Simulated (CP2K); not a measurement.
Runs of CP2K 2026.2 on CdSe. Symmetry: F-43m, No. 216, cubic system. The conventional cell has a = 6.141 Å, b = 6.141 Å, c = 6.141 Å, α = 90.00°, β = 90.00°, γ = 90.00°. Cd (site symmetry -43m) has 4 Se at 2.66 Å as nearest neighbours. Se (site symmetry -43m) has 4 Cd at 2.66 Å as nearest neighbours. Measurements of this composition are mostly on another form, of space group No. 186.

```tsv
level	potentials or basis	smearing	NGRIDS	points a segment of the path (NPOINTS)	bands added on the path	CUTOFF of the grids	gap on the mesh (eV)	pressure (GPa)
TB-mBJ	POTENTIAL_UZH Cd GTH-PBE-q12, Se GTH-PBE-q6; TZVP-MOLOPT-PBE-GTH basis	fermi-dirac 0.1 eV	5	6	4	675 Ry	0.38	-
r2SCAN	POTENTIAL_UZH Cd GTH-SCAN-q12, Se GTH-SCAN-q6; TZVP-MOLOPT-SCAN-GTH basis	fermi-dirac 0.1 eV	4	10	6	675 Ry	0.93	-0.1
LDA	GTH_POTENTIALS Cd GTH-PADE-q12, Se GTH-PADE-q6; TZVP-MOLOPT-PBE-GTH basis	fermi-dirac 0.05 eV	4	8	6	450 Ry	0.27	(b)
PBEsol	POTENTIAL_UZH Cd GTH-PBE-q12, Se GTH-PBE-q6; TZVP-MOLOPT-PBE-GTH basis	fermi-dirac 0.01 eV	5	10	6	450 Ry	0.39	(a)
```

Alike in all rows: task band structure; no spin polarisation; cell as given; k mesh 8 × 8 × 8.

Question: Fill in the values left out.

Answer: (a) -0.4; (b) -2.8.

Caveats: the basis of atomic orbitals isn't converged, which shifts pressures, moduli and gaps; the potentials were made for another functional, which shifts forces and pressure (some runs); this is a model potential without an energy functional, so only levels have meaning (some runs).

A k mesh can miss the band edges, and the runs leave out spin-orbit coupling on Cd, Se.

Runs at the PBE level aren't shown here.
